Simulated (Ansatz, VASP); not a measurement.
One calculation of MgI2, two programs

File INCAR:

```
PREC     = Accurate       # precision mode
ENCUT    = 520            # plane-wave cutoff, eV
EDIFF    = 1E-6           # SCF threshold, eV
ISMEAR   = 0              # smearing method
SIGMA    = 0.05           # smearing width, eV
LREAL    = False          # projectors in reciprocal space
LASPH    = True           # aspherical terms in the spheres
NELM     = 80             # most SCF steps
ALGO     = Normal         # electronic algorithm
ISIF     = 2              # what is computed and relaxed
LWAVE    = False          # write WAVECAR
LCHARG   = False          # write CHGCAR
GGA      = PE             # functional
NBANDS   = 15             # bands
```

KPOINTS

```
regular mesh
0
Gamma
  6 6 4
```

File POSCAR:

```
MgI2
1.0
    4.2295124603      0.0000000000      0.0000000000
   -2.1147562301      3.6628652362      0.0000000000
    0.0000000000      0.0000000000      7.8531465561
Mg I
1 2
Direct
    0.0000000000      0.0000000000      0.0000000000
    0.3333333333      0.6666666667      0.7858667836
    0.6666666667      0.3333333333      0.2141332164
```

Input for Ansatz:

```yaml
crystal:
  lattice:
    - [4.2295124603, 0.0, 0.0]
    - [-2.1147562301, 3.6628652362, 0.0]
    - [0.0, 0.0, 7.8531465561]
  atoms:
    - { symbol: Mg, position: [0.0, 0.0, 0.0] }
    - { symbol: I, position: [0.3333333333, 0.6666666667, 0.7858667836] }
    - { symbol: I, position: [0.6666666667, 0.3333333333, 0.2141332164] }
basis:
  ecutwfc: 520.0
kpoints:
  mp_grid: { grid: [6, 6, 4] }
hamiltonian:
  xc: pbe
scf:
  occupations: { method: gaussian, width: 0.05 }
output:
  forces: true
  stress: true
  eigenvalues: true
```

Alike in both runs: task single point; functional PBE; k mesh 6 × 6 × 4; occupations gaussian, width 0.05 eV; no spin polarisation.

```csv
,VASP,Ansatz
version,VASP 6.6.1,Ansatz 0.2.0
potentials or method,"VASP PAW PBE potentials, release 64 (Mg, I)","scalar-relativistic, plane waves, PAW"
plane-wave cutoff (eV),520,520
valence electrons in the cell,16,44
```

VASP gave:

| Property | Result |
| --- | --- |
| gap on the k mesh at the Fermi level (eV) | 3.59 |
| least direct gap on the mesh (eV) | 3.65 |
| pressure (GPa) | -0.4 |
| rms of the force components (eV/Å) | 0.040 |

**Question.** What did Ansatz give for the same quantities?

**Answer.** gap on the k mesh at the Fermi level (eV): 3.61; least direct gap on the mesh (eV): 3.67; pressure (GPa): -0.4; rms of the force components (eV/Å): 0.036.

Atom by atom the forces differ by 0.005 eV/Å (rms over components). The functional is the same, so the differences come from potentials, cutoffs and numerics. The two sets of potentials don't hold the same shells in valence.

Caveats: spin-orbit coupling is left out, which moves the levels of the heavy elements; this functional lacks dispersion, which binds the layers, so the pressure and a relaxed spacing across them are unreliable. A k mesh can miss the band edges.
